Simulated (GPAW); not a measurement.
Crystal: TiTe2.

```
Te Ti
1.0
     3.77700    0.00000    0.00000
    -1.88850    3.27098    0.00000
     0.00000    0.00000    6.49800
Te Ti
2 1
Direct
  0.33333 0.66667 0.73720
  0.66667 0.33333 0.26280
  0.00000 0.00000 0.00000
```

```yaml
Program: GPAW 26.7.0
Task: relaxation of cell and atoms
Functional: PBEsol
Potentials_or_basis: PAW data sets generated in the run's folder for this functional
Cutoff: 600 eV
Basis: pw
k_mesh: 6 × 6 × 3
Occupations: fermi-dirac, width 0.05 eV
Spin: no spin polarisation
```

At the start: pressure -2.7 GPa; volume 26.76 Å³/atom.

How do energy, volume and symmetry change on relaxing?

Over 8 steps the energy falls by 10.2 meV/atom and the volume is 25.26 Å³/atom (-5.6 %); space group P-3m1 (No. 164, to 0.05 Å).

Step by step:
| step | energy change (eV) | largest force (eV/Å) | pressure (GPa) | volume (Å³) |
| --- | --- | --- | --- | --- |
| 1 | 0.0000 | 0.1923 | -2.74 | 80.28 |
| 2 | -0.0086 | 0.1140 | -2.27 | 79.76 |
| 3 | -0.0228 | 0.1986 | -0.22 | 77.62 |
| 4 | -0.0237 | 0.1835 | -0.23 | 77.53 |
| 5 | -0.0289 | 0.0101 | 0.01 | 75.86 |
| 6 | -0.0291 | 0.0099 | -0.02 | 75.90 |
| 7 | -0.0306 | 0.0043 | -0.16 | 75.98 |
| 8 | -0.0307 | 0.0002 | -0.10 | 75.77 |

Final structure:
```
Te Ti
1.0
     3.71557    0.00000    0.00000
    -1.85778    3.21778    0.00000
     0.00000    0.00000    6.33730
Te Ti
2 1
Direct
  0.33333 0.66667 0.73191
  0.66667 0.33333 0.26809
  0.00000 0.00000 0.00000
```

Caveat: later steps reuse the first step's grids; this functional lacks dispersion, which binds the layers, so the pressure and a relaxed spacing across them are unreliable.
